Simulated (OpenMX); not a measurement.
The system is NbP.

```xyz
4
Lattice="-1.6749 1.6749 5.7401 1.6749 -1.6749 5.7401 1.6749 1.6749 -5.7401" Properties=species:S:1:pos:R:3 pbc="T T T"
Nb    1.6749    0.0000    2.8687
Nb    0.0000    0.0000    5.7387
P     0.0000    1.6749    3.8200
P     0.0000    0.0000    0.9500
```

The cell is a database's computed one.

Base run:

| Property | Result |
| --- | --- |
| Program | OpenMX 3.8.5 |
| Functional | PBE |
| Potentials or basis | OpenMX 2013 PBE set, Nb7.0-s3p2d2, P7.0-s2p2d1f1, grid cutoff 400 Ry |
| k mesh | 11 × 11 × 11 |
| Occupations | fermi-dirac, width 0.05 eV |
| Spin | no spin polarisation |

Its results: pressure 2.1 GPa; largest force 0.102 eV/Å.

Problem. The run is repeated on the same cell with these changes: functional from PBE to LDA; potentials or basis from OpenMX 2013 PBE set, Nb7.0-s3p2d2, P7.0-s2p2d1f1, grid cutoff 400 Ry to OpenMX 2013 LDA set, Nb7.0-s3p2d2, P7.0-s2p2d1f1, grid cutoff 400 Ry. What comes out?

Solution. Pressure -7.5 GPa; largest force 0.022 eV/Å.

Caveats: the basis of atomic orbitals isn't converged, which shifts pressures, moduli and gaps.

Not every run made on this cell is shown here.
